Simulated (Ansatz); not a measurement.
Run this with the Ansatz DFT code, driven from Python and show what comes out.

`soc.py`:
```python
# -*- coding: utf-8 -*-
"""Levels of MoS2 without and with spin-orbit coupling."""

import ansatz as az

OCCUPATIONS = "Fermi-Dirac"
WIDTH_EV = 0.1
XC = "PBE"
KSPACING = 0.26

system = (
    az.Lattice.from_parameters(3.16, 3.16, 18.45, alpha=90, beta=90, gamma=120)
    .space_group(160)
    .atom("Mo", (0.0, 0.0, 0.0))
    .atom("S", (0.0, 0.0, 0.25))
    .atom("S", (1 / 3, 2 / 3, 0.083667))
    .primitive()
)

job = (
    system.calculation()
    .occupations(OCCUPATIONS, width=WIDTH_EV)
    .functional(XC)
    .kpoints(spacing=KSPACING)
    .band_table()
)
for label, variant in (("scalar-relativistic", job), ("spin-orbit", job.spin(soc=True))):
    data = variant.run(threads=1).report
    zero = data["band_edges_ev"][0] if data.get("band_edges_ev") else data["fermi_energy_ev"]
    near = [round(e - zero, 3) for e in data["eigenvalues_ev"][0] if abs(e - zero) < 2]
    print(label)
    print("  band edges (eV):", [round(e, 3) for e in data.get("band_edges_ev") or []] or "none reported")
    print("  levels at k =", data["kpoints_frac"][0], "within 2 eV of the zero:", near)
```

```console
$ python soc.py
DeckWarning: basis.ecutwfc = 420 eV, auto-derived from the records' recommended cutoffs: set by Mo (normal level)
scalar-relativistic
  band edges (eV): none reported
  levels at k = [0.0, 0.0, 0.0] within 2 eV of the zero: [-1.606, -1.509, 1.683, 1.683]
spin-orbit
  band edges (eV): none reported
  levels at k = [0.0, 0.0, 0.0] within 2 eV of the zero: [-1.608, -1.608, -1.505, -1.505, 1.641, 1.641, 1.722, 1.722]
```
(Warnings from the package without file and line, repeats left out.)

What to keep in mind:
- The computed bands are complete only to about 2.0 eV above the Fermi level.
- The starting cell is as deposited in a crystallographic database; the results hold for this polymorph, which needn't be the stable one.
- Levels are Kohn-Sham eigenvalues on this mesh.
- With spin-orbit coupling each level holds one electron and, with inversion or at time-reversal points, comes in pairs; a window in energy can cut a split set.
- Timing: 34 s on 1 thread of Arm Neoverse V2 (shared host), peak memory 0.65 GiB.

(A comment or docstring line of the script was reworded after the run, the code is as it ran; lines on the test bed's own set-up are left out of the output.)
